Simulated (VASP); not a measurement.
# GaSb (F-43m) in VASP: single point with r2SCAN

Aim: the single point of GaSb with r2SCAN.

Program: VASP 6.6.1. These are calculated values, not measurements. Logs are shortened: lines on timing, memory, paths and dates and some standing lists are left out, and cuts for length are marked.

**Experimental background.**

From a printed reference work, data compilation, for a bulk crystal of GaSb at 4.2 K: band gap 0.811 eV (direct).

The results are compared with them further down.

### 1 The cell of the first run

Symmetry: F-43m, No. 216, cubic system. Conventional cell: a = 6.118 Å, b = 6.118 Å, c = 6.118 Å, α = 90.00°, β = 90.00°, γ = 90.00°. Ga (site symmetry -43m) has 4 Sb at 2.65 Å within 3.5 Å. Within 3.5 Å of Sb (site symmetry -43m) lie 4 Ga at 2.65 Å.

### 2 Single point, r2SCAN

POSCAR

```
GaSb
1.0
    0.0000000000      3.0590000000      3.0590000000
    3.0590000000      0.0000000000      3.0590000000
    3.0590000000      3.0590000000      0.0000000000
Ga Sb
1 1
Direct
    0.0000000000      0.0000000000      0.0000000000
    0.7500000000      0.7500000000      0.7500000000
```

INCAR.step1

```
SYSTEM = GaSb
ALGO = Normal
EDIFF = 1E-4
ENCUT = 520
GGA = PE
ISMEAR = 0
LASPH = .TRUE.
LCHARG = .FALSE.
LREAL = .FALSE.
LWAVE = .TRUE.
NBANDS = 16
NELM = 60
PREC = Accurate
SIGMA = 0.1
```

INCAR.step2

```
SYSTEM = GaSb
ALGO = Normal
EDIFF = 1E-6
ENCUT = 520
ISIF = 2
ISMEAR = 0
ISTART = 1
LASPH = .TRUE.
LCHARG = .FALSE.
LMIXTAU = .TRUE.
LREAL = .FALSE.
LWAVE = .FALSE.
METAGGA = R2SCAN
NBANDS = 16
NELM = 60
PREC = Accurate
SIGMA = 0.1
```

KPOINTS

```
k-points
0
G
  6 6 6
  0 0 0
```

Potentials or basis: VASP PAW PBE potentials, release 64 (Ga_d, Sb).

On the command line:

```console
$ cat potpaw_PBE.64/Ga_d/POTCAR potpaw_PBE.64/Sb/POTCAR > POTCAR
$ cp INCAR.step1 INCAR
$ mpirun -np 1 vasp_std > vasp.out
$ cp INCAR.step2 INCAR
$ mpirun -np 1 vasp_std > vasp.out
```

OUTCAR:

```text
SYSTEM = GaSb
   EDIFF = 1E-6
   ENCUT = 520
   ISIF = 2
   ISMEAR = 0
   ISTART = 1
   LASPH = .TRUE.
   LREAL = .FALSE.
   METAGGA = R2SCAN
   NELM = 60
   PREC = Accurate

 ion  position               nearest neighbor table
   1  0.000  0.000  0.000-   2 2.65   2 2.65   2 2.65   2 2.65
   2  0.750  0.750  0.750-   1 2.65   1 2.65   1 2.65   1 2.65

  LATTYP: Found a face centered cubic cell.
 ALAT       =     6.1180000000

  Lattice vectors:

 A1 = (   0.0000000000,   3.0590000000,   3.0590000000)
 A2 = (   3.0590000000,   0.0000000000,   3.0590000000)
 A3 = (   3.0590000000,   3.0590000000,   0.0000000000)

Analysis of symmetry for initial positions (statically):
=====================================================================
 Subroutine PRICEL returns:
 Original cell was already a primitive cell.

 Routine SETGRP: Setting up the symmetry group for a
 face centered cubic supercell.

 Subroutine GETGRP returns: Found 24 space group operations
 (whereof 24 operations were pure point group operations)
 out of a pool of 48 trial point group operations.

The static configuration has the point symmetry T_d .

Analysis of symmetry for dynamics (positions and initial velocities):
=====================================================================
 Subroutine PRICEL returns:
 Original cell was already a primitive cell.

 Routine SETGRP: Setting up the symmetry group for a
 face centered cubic supercell.

 Subroutine GETGRP returns: Found 24 space group operations
 (whereof 24 operations were pure point group operations)
 out of a pool of 48 trial point group operations.

The dynamic configuration has the point symmetry T_d .

 Subroutine INISYM returns: Found 24 space group operations
 (whereof 24 operations are pure point group operations),
 and found     1 'primitive' translations

----------------------------------------------------------------------------------------

                                     Primitive cell

  volume of cell :      57.2491

  direct lattice vectors                    reciprocal lattice vectors
     0.000000000  3.059000000  3.059000000    -0.163452109  0.163452109  0.163452109
     3.059000000  0.000000000  3.059000000     0.163452109 -0.163452109  0.163452109
     3.059000000  3.059000000  0.000000000     0.163452109  0.163452109 -0.163452109

  length of vectors
     4.326079287  4.326079287  4.326079287     0.283107357  0.283107357  0.283107357

  position of ions in fractional coordinates (direct lattice)
     0.000000000  0.000000000  0.000000000
     0.750000000  0.750000000  0.750000000

  ion indices of the primitive-cell ions
   primitive index   ion index
                 1           1
                 2           2

----------------------------------------------------------------------------------------

 KPOINTS: k-points

Automatic generation of k-mesh.
 Grid dimensions read from file:
 generate k-points for:    6    6    6

 Generating k-lattice:

  Cartesian coordinates                     Fractional coordinates (reciprocal lattice)
    -0.027242018  0.027242018  0.027242018     0.166666667  0.000000000  0.000000000
     0.027242018 -0.027242018  0.027242018     0.000000000  0.166666667  0.000000000
     0.027242018  0.027242018 -0.027242018     0.000000000  0.000000000  0.166666667

  Length of vectors
     0.047184559  0.047184559  0.047184559

  Shift w.r.t. Gamma in fractional coordinates (k-lattice)
     0.000000000  0.000000000  0.000000000

 Subroutine IBZKPT returns following result:
 ===========================================

 Found     16 irreducible k-points:

 Following reciprocal coordinates:
            Coordinates               Weight
  0.000000  0.000000  0.000000      1.000000
  0.166667  0.000000  0.000000      8.000000
  0.333333  0.000000  0.000000      8.000000
  0.500000  0.000000  0.000000      4.000000
  0.166667  0.166667  0.000000      6.000000
  0.333333  0.166667  0.000000     24.000000
[... 8 lines left out ...]
 -0.333333  0.333333  0.166667     24.000000
 -0.333333  0.500000  0.166667     12.000000
   k-points           NKPTS =     16   k-points in BZ     NKDIM =     16   number of bands    NBANDS=     16
   number of dos      NEDOS =    301   number of ions     NIONS =      2
   total plane-waves  NPLWV =  32768
   dimension x,y,z NGX =    32 NGY =   32 NGZ =   32
   dimension x,y,z NGXF=    64 NGYF=   64 NGZF=   64
   ions per type =               1   1
   NGX,Y,Z   is equivalent  to a cutoff of  12.30, 12.30, 12.30 a.u.
   NGXF,Y,Z  is equivalent  to a cutoff of  24.59, 24.59, 24.59 a.u.
 SYSTEM =  GaSb
   PREC   = accura    normal or accurate (medium, high low for compatibility)
   ISTART =      1    job   : 0-new  1-cont  2-samecut
   ICHARG =      0    charge: 1-file 2-atom 10-const
   ISPIN  =      1    spin polarized calculation?
   LNONCOLLINEAR =      F non collinear calculations
   LSORBIT =      F    spin-orbit coupling
   LASPH  =      T    aspherical Exc in radial PAW
   ENCUT  =  520.0 eV  38.22 Ry    6.18 a.u.   8.04  8.04  8.04*2*pi/ulx,y,z
   NELM   =     60;   NELMIN=  2; NELMDL=  0     # of ELM steps
   EDIFF  = 0.1E-05   stopping-criterion for ELM
   LREAL  =      F    real-space projection
   EDIFFG = 0.1E-04   stopping-criterion for IOM
   NSW    =      0    number of steps for IOM
   IBRION =     -1    ionic relax: 0-MD 1-quasi-New 2-CG
   NFREE  =      0    steps in history (QN), initial steepest desc. (CG)
   ISIF   =      2    stress and relaxation
   ISYM   =      2    0-nonsym 1-usesym 2-fastsym
   POTIM  = 0.5000    time-step for ionic-motion
   TEBEG  =    0.0;   TEEND  =   0.0 temperature during run
   PSTRESS=    0.0 pullay stress
   NELECT =      18.0000    total number of electrons
   NUPDOWN=      -1.0000    fix difference up-down
   EMIN   =  10.00;   EMAX   =-10.00  energy-range for DOS
   EFERMI =   0.00;   METHOD = LEGACY
   ISMEAR =     0;   SIGMA  =   0.10  broadening in eV -4-tet -1-fermi 0-gaus
   EFERMI_NEDOS =   21; number of points for ismear=-14 and -15
   IALGO  =     38    algorithm
   IMIX   =      4    mixing-type and parameters
     AMIX     =   0.40;   BMIX     =  1.00
     AMIX_MAG =   1.60;   BMIX_MAG =  1.00
  volume/ion in A,a.u.               =      28.62       193.17
  Fermi-wavevector in a.u.,A,eV,Ry     =   1.113208  2.103657 16.860766  1.239231
  Thomas-Fermi vector in A             =   2.249790
   LORBIT       =      0    0 simple, 1 ext, 2 COOP (PROOUT), +10 PAW based schemes
   METAGGA = R2SCAN    functional components
   LHFCALC =     F    Hartree Fock is set to
   AEXX    =    0.0000 exact exchange contribution
   IVDW    =     0    specifies the selected vdW correction
   LEPSILON=     F    determine dielectric tensor
   LRPA    =     F    only Hartree local field effects (RPA)
 non-spin polarized calculation
 Gauss-broadening in eV      SIGMA  =   0.10
  energy-cutoff  :      520.00
  volume of cell :       57.25
 maximum number of plane-waves:      1572
   NGX = 17   NGY = 17   NGZ = 17

 number of electron      17.9999986 magnetization

 Free energy of the ion-electron system (eV)
  ---------------------------------------------------
  ext. energy  EPLUGINS =         0.00000000
  ---------------------------------------------------
  free energy    TOTEN  =       -37.57837936 eV

  energy without entropy =      -37.57837357  energy(sigma->0) =      -37.57837646

 E-fermi :   4.9267     XC(G=0):  -9.7180

 val. band max:        4.6909972396   @ k =   0.0000   0.0000   0.0000
 cond. band min:       5.1399679417   @ k =   0.0000   0.0000   0.0000
 fundamental gap:      0.4489707021
 Fermi energy:         4.9267475905

 k-point     1 :       0.0000    0.0000    0.0000
  band No.  band energies     occupation
      1     -10.8153      2.00000
      2     -10.8153      2.00000
      3     -10.8152      2.00000
      4     -10.7584      2.00000
      5     -10.7584      2.00000
      6      -7.2401      2.00000
[... 8 lines left out ...]
     15      13.7071      0.00000
     16      13.7071      0.00000

 k-point     2 :       0.1667    0.0000    0.0000
  band No.  band energies     occupation
      1     -10.8229      2.00000
      2     -10.8119      2.00000
      3     -10.8119      2.00000
      4     -10.7587      2.00000
      5     -10.7587      2.00000
      6      -6.9422      2.00000
[... 8 lines left out ...]
     15      12.7326      0.00000
     16      12.7326      0.00000

 k-point     3 :       0.3333    0.0000    0.0000
  band No.  band energies     occupation
      1     -10.8378      2.00000
      2     -10.8060      2.00000
      3     -10.8059      2.00000
      4     -10.7586      2.00000
      5     -10.7586      2.00000
      6      -6.1470      2.00000
[... 8 lines left out ...]
     15      13.2697      0.00000
     16      13.2697      0.00000

 k-point     4 :       0.5000    0.0000    0.0000
  band No.  band energies     occupation
      1     -10.8451      2.00000
      2     -10.8034      2.00000
      3     -10.8034      2.00000
      4     -10.7581      2.00000
      5     -10.7581      2.00000
      6      -5.5180      2.00000
[... 8 lines left out ...]
     15      15.1893      0.00000
     16      15.1893      0.00000

 k-point     5 :       0.1667    0.1667    0.0000
  band No.  band energies     occupation
      1     -10.8288      2.00000
      2     -10.8087      2.00000
      3     -10.8087      2.00000
      4     -10.7610      2.00000
      5     -10.7572      2.00000
      6      -6.8405      2.00000
[... 8 lines left out ...]
     15      12.8091      0.00000
     16      14.0843      0.00000

 k-point     6 :       0.3333    0.1667    0.0000
  band No.  band energies     occupation
      1     -10.8410      2.00000
      2     -10.8035      2.00000
      3     -10.8024      2.00000
      4     -10.7627      2.00000
      5     -10.7566      2.00000
      6      -6.1926      2.00000
[... 8 lines left out ...]
     15      13.9563      0.00000
     16      14.3643      0.00000

 k-point     7 :       0.5000    0.1667    0.0000
  band No.  band energies     occupation
      1     -10.8485      2.00000
      2     -10.8008      2.00000
      3     -10.7994      2.00000
      4     -10.7614      2.00000
      5     -10.7573      2.00000
      6      -5.3751      2.00000
[... 8 lines left out ...]
     15      15.1196      0.00000
     16      15.2184      0.00000

 k-point     8 :      -0.3333    0.1667    0.0000
  band No.  band energies     occupation
      1     -10.8453      2.00000
      2     -10.8019      2.00000
      3     -10.8015      2.00000
      4     -10.7596      2.00000
      5     -10.7590      2.00000
      6      -5.6165      2.00000
[... 8 lines left out ...]
     15      13.4557      0.00000
     16      15.0745      0.00000

 k-point     9 :      -0.1667    0.1667    0.0000
  band No.  band energies     occupation
      1     -10.8336      2.00000
      2     -10.8082      2.00000
      3     -10.8057      2.00000
      4     -10.7602      2.00000
      5     -10.7581      2.00000
      6      -6.4685      2.00000
[... 8 lines left out ...]
     15      13.6232      0.00000
     16      13.7125      0.00000

 k-point    10 :       0.3333    0.3333    0.0000
  band No.  band energies     occupation
      1     -10.8527      2.00000
      2     -10.7953      2.00000
      3     -10.7953      2.00000
      4     -10.7675      2.00000
      5     -10.7549      2.00000
      6      -5.7210      2.00000
[... 8 lines left out ...]
     15      15.2148      0.00000
     16      15.9495      0.00000

 k-point    11 :       0.5000    0.3333    0.0000
  band No.  band energies     occupation
      1     -10.8581      2.00000
      2     -10.7931      2.00000
      3     -10.7918      2.00000
      4     -10.7678      2.00000
      5     -10.7552      2.00000
      6      -4.9644      2.00000
[... 8 lines left out ...]
     15      15.5779      0.00000
     16      16.1644      0.00000

 k-point    12 :      -0.3333    0.3333    0.0000
  band No.  band energies     occupation
      1     -10.8539      2.00000
      2     -10.7967      2.00000
      3     -10.7947      2.00000
      4     -10.7634      2.00000
      5     -10.7580      2.00000
      6      -4.8986      2.00000
[... 8 lines left out ...]
     15      13.2476      0.00000
     16      17.3660      0.00000

 k-point    13 :       0.5000    0.5000    0.0000
  band No.  band energies     occupation
      1     -10.8636      2.00000
      2     -10.7884      2.00000
      3     -10.7884      2.00000
      4     -10.7712      2.00000
      5     -10.7537      2.00000
      6      -4.6279      2.00000
[... 8 lines left out ...]
     15      16.1815      0.00000
     16      16.5867      0.00000

 k-point    14 :       0.5000    0.3333    0.1667
  band No.  band energies     occupation
      1     -10.8503      2.00000
      2     -10.7992      2.00000
      3     -10.7962      2.00000
      4     -10.7641      2.00000
      5     -10.7567      2.00000
      6      -5.4636      2.00000
[... 8 lines left out ...]
     15      14.2680      0.00000
     16      16.3387      0.00000

 k-point    15 :      -0.3333    0.3333    0.1667
  band No.  band energies     occupation
      1     -10.8537      2.00000
      2     -10.7983      2.00000
      3     -10.7934      2.00000
      4     -10.7633      2.00000
      5     -10.7580      2.00000
      6      -4.8971      2.00000
[... 8 lines left out ...]
     15      15.7638      0.00000
     16      15.9809      0.00000

 k-point    16 :      -0.3333    0.5000    0.1667
  band No.  band energies     occupation
      1     -10.8586      2.00000
      2     -10.7944      2.00000
      3     -10.7898      2.00000
      4     -10.7669      2.00000
      5     -10.7563      2.00000
      6      -4.5926      2.00000
[... 8 lines left out ...]
     15      15.2745      0.00000
     16      16.6860      0.00000

------------------------ aborting loop because EDIFF is reached ----------------------------------------

  FORCE on cell =-STRESS in cart. coord.  units (eV):
  Direction    XX          YY          ZZ          XY          YZ          ZX
  --------------------------------------------------------------------------------------
  -------------------------------------------------------------------------------------
  Total        0.1617663      0.1617663      0.1617663     -0.0000000      0.0000000     -0.0000000
  in kB        4.5272047      4.5272047      4.5272047     -0.0000000      0.0000000     -0.0000000
  external PRESSURE =       4.5272047 kB  Pullay stress =       0.0000000 kB

 VOLUME and BASIS-vectors are now :
 -----------------------------------------------------------------------------
  energy-cutoff  :      520.00
  volume of cell :       57.25
      direct lattice vectors                 reciprocal lattice vectors
     0.000000000  3.059000000  3.059000000    -0.163452109  0.163452109  0.163452109
     3.059000000  0.000000000  3.059000000     0.163452109 -0.163452109  0.163452109
     3.059000000  3.059000000  0.000000000     0.163452109  0.163452109 -0.163452109

 POSITION                                       TOTAL-FORCE (eV/Angst)
 -----------------------------------------------------------------------------------
      0.00000      0.00000      0.00000         0.000000     -0.000000      0.000000
      4.58850      4.58850      4.58850        -0.000000      0.000000     -0.000000
 -----------------------------------------------------------------------------------
    total drift:                                0.000002      0.000002      0.000002

  FREE ENERGIE OF THE ION-ELECTRON SYSTEM (eV)
  ---------------------------------------------------
  free  energy   TOTEN  =       -37.5783793576 eV

  energy  without entropy=      -37.5783735665  energy(sigma->0) =      -37.57837646
```

It took 26 s on 1 thread of Intel Xeon Platinum 8488C (Sapphire Rapids), shared host; peak memory 0.19 GiB.

What came out:

* Free energy: -37.5784 eV
* Pressure: 0.5 GPa
* Band gap on the k mesh: 0.45 eV, direct

Levels at points of the mesh, in eV from the valence-band top:
| k point | band 7 | band 8 | band 9 | band 10 | band 11 | band 12 |
| --- | --- | --- | --- | --- | --- | --- |
| (0.00, 0.00, 0.00) | 0.00 | 0.00 | 0.00 | 0.45 | 2.98 | 2.98 |
| (0.50, 0.00, 0.00) | -6.58 | -1.21 | -1.21 | 0.68 | 4.01 | 4.01 |
| (0.50, 0.50, 0.00) | -7.05 | -2.70 | -2.70 | 1.12 | 1.48 | 9.26 |

Caveat: the PAW data sets were made with another functional, which shifts forces and pressure a little; spin-orbit coupling is left out, which moves the levels of the heavy elements.

### 3 Against experiment

Step 2. A measured gap of GaSb is 0.811 eV (direct; 4.2 K; a printed reference work, data compilation); the calculated 0.45 eV misses it by -0.36 eV. Spin-orbit coupling on Ga, Sb is left out. The value is that of r2SCAN on a finite k mesh, which can miss the band edges, without temperature or zero-point motion.
